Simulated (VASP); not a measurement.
# NaCl (Fm-3m) in VASP: settings compared

The runs below take NaCl through single point, with PBEsol, r2SCAN.

Everything below comes from runs of VASP 6.6.1. Logs are shortened: lines on timing, memory, paths and dates and some standing lists are left out, and cuts for length are marked.

## (1) The structure

Symmetry: Fm-3m, No. 225, cubic system. The conventional cell has a = 5.607 Å, b = 5.607 Å, c = 5.607 Å, α = 90.00°, β = 90.00°, γ = 90.00°. Na (site symmetry m-3m) is surrounded by 6 Cl at 2.80 Å. Around Cl (site symmetry m-3m) lie 6 Na at 2.80 Å.

## (2) Single point, PBEsol

Contents of INCAR:

```
SYSTEM = NaCl
PREC = Accurate ; ENCUT = 520
EDIFF = 1E-6 ; ISMEAR = 0
SIGMA = 0.5 ; LREAL = .False.
LASPH = .True. ; NELM = 60
ALGO = Fast ; ISIF = 2
LWAVE = .False. ; LCHARG = .False.
GGA = PS ; NBANDS = 14
```

Contents of KPOINTS:

```
Automatic mesh
0
Gamma
  8 8 8
  0 0 0
```

Contents of POSCAR:

```
NaCl
1.0
    0.0000000000      2.8036200000      2.8036200000
    2.8036200000      0.0000000000      2.8036200000
    2.8036200000      2.8036200000      0.0000000000
Na Cl
1 1
Direct
    0.0000000000      0.0000000000      0.0000000000
    0.5000000000      0.5000000000      0.5000000000
```

Potentials or basis: VASP PAW PBE potentials, release 64 (Na_pv, Cl).

Started as:

```
$ cat potpaw_PBE.64/Na_pv/POTCAR potpaw_PBE.64/Cl/POTCAR > POTCAR
$ mpirun -np 1 vasp_std > vasp.out
```

OUTCAR:

```text
SYSTEM = NaCl
   PREC = Accurate
   ENCUT = 520
   EDIFF = 1E-6
   ISMEAR = 0
   LREAL = .False.
   LASPH = .True.
   NELM = 60
   ISIF = 2
   GGA = PS

 ion  position               nearest neighbor table
   1  0.000  0.000  0.000-
   2  0.500  0.500  0.500-

  LATTYP: Found a face centered cubic cell.
 ALAT       =     5.6072400000

  Lattice vectors:

 A1 = (   0.0000000000,   2.8036200000,   2.8036200000)
 A2 = (   2.8036200000,   0.0000000000,   2.8036200000)
 A3 = (   2.8036200000,   2.8036200000,   0.0000000000)

Analysis of symmetry for initial positions (statically):
=====================================================================
 Subroutine PRICEL returns:
 Original cell was already a primitive cell.

 Routine SETGRP: Setting up the symmetry group for a
 face centered cubic supercell.

 Subroutine GETGRP returns: Found 48 space group operations
 (whereof 48 operations were pure point group operations)
 out of a pool of 48 trial point group operations.

The static configuration has the point symmetry O_h .

Analysis of symmetry for dynamics (positions and initial velocities):
=====================================================================
 Subroutine PRICEL returns:
 Original cell was already a primitive cell.

 Routine SETGRP: Setting up the symmetry group for a
 face centered cubic supercell.

 Subroutine GETGRP returns: Found 48 space group operations
 (whereof 48 operations were pure point group operations)
 out of a pool of 48 trial point group operations.

The dynamic configuration has the point symmetry O_h .

 Subroutine INISYM returns: Found 48 space group operations
 (whereof 48 operations are pure point group operations),
 and found     1 'primitive' translations

----------------------------------------------------------------------------------------

                                     Primitive cell

  volume of cell :      44.0745

  direct lattice vectors                    reciprocal lattice vectors
     0.000000000  2.803620000  2.803620000    -0.178340859  0.178340859  0.178340859
     2.803620000  0.000000000  2.803620000     0.178340859 -0.178340859  0.178340859
     2.803620000  2.803620000  0.000000000     0.178340859  0.178340859 -0.178340859

  length of vectors
     3.964917428  3.964917428  3.964917428     0.308895429  0.308895429  0.308895429

  position of ions in fractional coordinates (direct lattice)
     0.000000000  0.000000000  0.000000000
     0.500000000  0.500000000  0.500000000

  ion indices of the primitive-cell ions
   primitive index   ion index
                 1           1
                 2           2

----------------------------------------------------------------------------------------

 KPOINTS: Automatic mesh

Automatic generation of k-mesh.
 Grid dimensions read from file:
 generate k-points for:    8    8    8

 Generating k-lattice:

  Cartesian coordinates                     Fractional coordinates (reciprocal lattice)
    -0.022292607  0.022292607  0.022292607     0.125000000  0.000000000  0.000000000
     0.022292607 -0.022292607  0.022292607     0.000000000  0.125000000  0.000000000
     0.022292607  0.022292607 -0.022292607     0.000000000  0.000000000  0.125000000

  Length of vectors
     0.038611929  0.038611929  0.038611929

  Shift w.r.t. Gamma in fractional coordinates (k-lattice)
     0.000000000  0.000000000  0.000000000

 Subroutine IBZKPT returns following result:
 ===========================================

 Found     29 irreducible k-points:

 Following reciprocal coordinates:
            Coordinates               Weight
  0.000000  0.000000  0.000000      1.000000
  0.125000  0.000000  0.000000      8.000000
  0.250000  0.000000  0.000000      8.000000
  0.375000  0.000000  0.000000      8.000000
  0.500000  0.000000  0.000000      4.000000
  0.125000  0.125000  0.000000      6.000000
[... 16 lines left out ...]
  0.500000  0.250000  0.125000     48.000000
 -0.375000  0.250000  0.125000     24.000000
 [... further k-points ...]
   k-points           NKPTS =     29   k-points in BZ     NKDIM =     29   number of bands    NBANDS=     14
   number of dos      NEDOS =    301   number of ions     NIONS =      2
   total plane-waves  NPLWV =  27000
   dimension x,y,z NGX =    30 NGY =   30 NGZ =   30
   dimension x,y,z NGXF=    60 NGYF=   60 NGZF=   60
   ions per type =               1   1
   NGX,Y,Z   is equivalent  to a cutoff of  12.58, 12.58, 12.58 a.u.
   NGXF,Y,Z  is equivalent  to a cutoff of  25.16, 25.16, 25.16 a.u.
 SYSTEM =  NaCl
   PREC   = accura    normal or accurate (medium, high low for compatibility)
   ISTART =      0    job   : 0-new  1-cont  2-samecut
   ICHARG =      2    charge: 1-file 2-atom 10-const
   ISPIN  =      1    spin polarized calculation?
   LNONCOLLINEAR =      F non collinear calculations
   LSORBIT =      F    spin-orbit coupling
   LASPH  =      T    aspherical Exc in radial PAW
   ENCUT  =  520.0 eV  38.22 Ry    6.18 a.u.   7.37  7.37  7.37*2*pi/ulx,y,z
   NELM   =     60;   NELMIN=  2; NELMDL= -5     # of ELM steps
   EDIFF  = 0.1E-05   stopping-criterion for ELM
   LREAL  =      F    real-space projection
   EDIFFG = 0.1E-04   stopping-criterion for IOM
   NSW    =      0    number of steps for IOM
   IBRION =     -1    ionic relax: 0-MD 1-quasi-New 2-CG
   NFREE  =      0    steps in history (QN), initial steepest desc. (CG)
   ISIF   =      2    stress and relaxation
   ISYM   =      2    0-nonsym 1-usesym 2-fastsym
   POTIM  = 0.5000    time-step for ionic-motion
   TEBEG  =    0.0;   TEEND  =   0.0 temperature during run
   PSTRESS=    0.0 pullay stress
   NELECT =      14.0000    total number of electrons
   NUPDOWN=      -1.0000    fix difference up-down
   EMIN   =  10.00;   EMAX   =-10.00  energy-range for DOS
   EFERMI =   0.00;   METHOD = LEGACY
   ISMEAR =     0;   SIGMA  =   0.50  broadening in eV -4-tet -1-fermi 0-gaus
   EFERMI_NEDOS =   21; number of points for ismear=-14 and -15
   IALGO  =     68    algorithm
   IMIX   =      4    mixing-type and parameters
     AMIX     =   0.40;   BMIX     =  1.00
     AMIX_MAG =   1.60;   BMIX_MAG =  1.00
  volume/ion in A,a.u.               =      22.04       148.71
  Fermi-wavevector in a.u.,A,eV,Ry     =   1.117005  2.110833 16.975984  1.247700
  Thomas-Fermi vector in A             =   2.253624
   LORBIT       =      0    0 simple, 1 ext, 2 COOP (PROOUT), +10 PAW based schemes
   GGA     = PS    functional components
   LHFCALC =     F    Hartree Fock is set to
   AEXX    =    0.0000 exact exchange contribution
   IVDW    =     0    specifies the selected vdW correction
   LEPSILON=     F    determine dielectric tensor
   LRPA    =     F    only Hartree local field effects (RPA)
 non-spin polarized calculation
 RMM-DIIS sequential band-by-band and
 Gauss-broadening in eV      SIGMA  =   0.50
  energy-cutoff  :      520.00
  volume of cell :       44.07
 maximum number of plane-waves:      1243
 NGX is ok and might be reduce to    30

 number of electron      14.0000003 magnetization

 Free energy of the ion-electron system (eV)
  ---------------------------------------------------
  ext. energy  EPLUGINS =         0.00000000
  ---------------------------------------------------
  free energy    TOTEN  =        -6.99831568 eV

  energy without entropy =       -6.99831568  energy(sigma->0) =       -6.99831568

 E-fermi :   1.5348     XC(G=0):  -8.4107

 val. band max:       -0.6812488381   @ k =   0.0000   0.0000   0.0000
 cond. band min:       4.3130095947   @ k =   0.0000   0.0000   0.0000
 fundamental gap:      4.9942584328
 Fermi energy:         1.5347501718

 k-point     1 :       0.0000    0.0000    0.0000
  band No.  band energies     occupation
      1     -21.3008      2.00000
      2     -21.3008      2.00000
      3     -21.3008      2.00000
      4     -13.3656      2.00000
      5      -0.6812      2.00000
      6      -0.6812      2.00000
      7      -0.6812      2.00000
      8       4.3130      0.00000
      9      10.3309      0.00000
     10      10.3309      0.00000
     11      10.3309      0.00000
     12      12.5750      0.00000
     13      12.5750      0.00000
     14      13.9760      0.00000

 k-point     2 :       0.1250    0.0000    0.0000
  band No.  band energies     occupation
      1     -21.3057      2.00000
      2     -21.3011      2.00000
      3     -21.3011      2.00000
      4     -13.3149      2.00000
      5      -1.0733      2.00000
      6      -0.7244      2.00000
      7      -0.7244      2.00000
      8       4.8248      0.00000
      9       9.7649      0.00000
     10      10.5293      0.00000
     11      10.5293      0.00000
     12      12.3086      0.00000
     13      12.3086      0.00000
     14      14.9530      0.00000

 k-point     3 :       0.2500    0.0000    0.0000
  band No.  band energies     occupation
      1     -21.3175      2.00000
      2     -21.3020      2.00000
      3     -21.3020      2.00000
      4     -13.1888      2.00000
      5      -1.8401      2.00000
      6      -0.8253      2.00000
      7      -0.8253      2.00000
      8       5.8027      0.00000
      9       9.2135      0.00000
     10      10.6368      0.00000
     11      10.6368      0.00000
     12      12.5166      0.00000
     13      12.5166      0.00000
     14      14.9196      0.00000
[... 324 lines left out ...]
 k-point    23 :       0.5000    0.2500    0.1250
  band No.  band energies     occupation
      1     -21.3250      2.00000
      2     -21.3094      2.00000
      3     -21.3047      2.00000
      4     -13.0085      2.00000
      5      -2.2995      2.00000
      6      -1.4068      2.00000
      7      -1.0602      2.00000
      8       7.3825      0.00000
      9       8.8033      0.00000
     10       9.1843      0.00000
     11      11.1923      0.00000
     12      13.0084      0.00000
     13      15.3828      0.00000
     14      15.9083      0.00000

 k-point    24 :      -0.3750    0.2500    0.1250
  band No.  band energies     occupation
      1     -21.3274      2.00000
      2     -21.3099      2.00000
      3     -21.3056      2.00000
      4     -12.9670      2.00000
      5      -2.4216      2.00000
      6      -1.4894      2.00000
      7      -1.1160      2.00000
      8       7.5070      0.00000
      9       8.8473      0.00000
     10       9.4833      0.00000
     11      11.0044      0.00000
     12      13.6293      0.00000
     13      14.9410      0.00000
     14      16.0239      0.00000

 [... further k-points ...]

------------------------ aborting loop because EDIFF is reached ----------------------------------------

  FORCE on cell =-STRESS in cart. coord.  units (eV):
  Direction    XX          YY          ZZ          XY          YZ          ZX
  --------------------------------------------------------------------------------------
  -------------------------------------------------------------------------------------
  Total       -0.0559007     -0.0559007     -0.0559007      0.0000000      0.0000000      0.0000000
  in kB       -2.0320765     -2.0320765     -2.0320765      0.0000000      0.0000000      0.0000000
  external PRESSURE =      -2.0320765 kB  Pullay stress =       0.0000000 kB

 VOLUME and BASIS-vectors are now :
 -----------------------------------------------------------------------------
  energy-cutoff  :      520.00
  volume of cell :       44.07
      direct lattice vectors                 reciprocal lattice vectors
     0.000000000  2.803620000  2.803620000    -0.178340859  0.178340859  0.178340859
     2.803620000  0.000000000  2.803620000     0.178340859 -0.178340859  0.178340859
     2.803620000  2.803620000  0.000000000     0.178340859  0.178340859 -0.178340859

 POSITION                                       TOTAL-FORCE (eV/Angst)
 -----------------------------------------------------------------------------------
      0.00000      0.00000      0.00000         0.000000      0.000000     -0.000000
      2.80362      2.80362      2.80362        -0.000000     -0.000000      0.000000
 -----------------------------------------------------------------------------------
    total drift:                               -0.000000      0.000000      0.000000

  FREE ENERGIE OF THE ION-ELECTRON SYSTEM (eV)
  ---------------------------------------------------
  free  energy   TOTEN  =        -6.9983156819 eV

  energy  without entropy=       -6.9983156818  energy(sigma->0) =       -6.99831568
```

Run time: 20 s. Hardware: 1 thread of Intel Xeon Platinum 8259CL at 2.50GHz (Skylake/Cascade Lake), shared host; peak memory 0.16 GiB.

What came out:

| Quantity | Value |
| --- | --- |
| Free energy | -6.9983 eV |
| Pressure | -0.2 GPa |
| Band gap on the k mesh | 4.99 eV, direct |

Levels at points of the mesh, in eV from the valence-band top:
```
           k point  band 5  band 6  band 7  band 8  band 9  band 10
(0.00, 0.00, 0.00)    0.00    0.00    0.00    4.99   11.01    11.01
(0.50, 0.00, 0.00)   -2.03   -0.28   -0.28    7.10   10.64    10.90
(0.50, 0.50, 0.00)   -1.75   -0.63   -0.63    7.48    7.87    11.25
```

Caveat: the PAW data sets were made with another functional, which shifts forces and pressure a little. Expect the measured gap to be larger: semilocal functionals such as PBEsol lack the derivative discontinuity.

(Continued in part 2 of 2.)
